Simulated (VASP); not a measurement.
Runs of VASP 6.6.1 on ZnS (Wurtzite-2H). It takes space group P6_3mc (No. 186, hexagonal). The conventional cell has a = 3.811 Å, b = 3.811 Å, c = 6.234 Å, α = 90.00°, β = 90.00°, γ = 120.00°. Zn (site symmetry 3m) is surrounded by 4 S at 2.31 to 2.40 Å. Around S (site symmetry 3m) lie 4 Zn at 2.31 to 2.40 Å. 

```tsv
task	level	cell	cutoff (eV)	smearing	gap on the mesh (eV)	pressure (GPa)	relaxed volume (Å³/atom)	largest force (eV/Å)
relaxation of cell and atoms	r2SCAN	relaxed	600	gaussian 0.05 eV	2.79	0.1	19.58	-
relaxation of cell and atoms	r2SCAN+rVV10	relaxed	600	gaussian 0.05 eV	2.78	0.0	19.38	-
relaxation of cell and atoms	SCAN	relaxed	600	gaussian 0.05 eV	2.78	0.0	19.39	0.01
single point	r2SCAN	as given	520	fermi-dirac 0.05 eV	2.83	(b)	-	(a)
```

Alike in all rows: potentials or basis VASP PAW PBE potentials, release 64 (Zn, S); no spin polarisation; k mesh 8 × 8 × 5.

Task: Estimate the missing entries.

Result: (a) 0.32; (b) 0.2.

Caveats: the PAW data sets were made with another functional, which shifts forces and pressure a little.

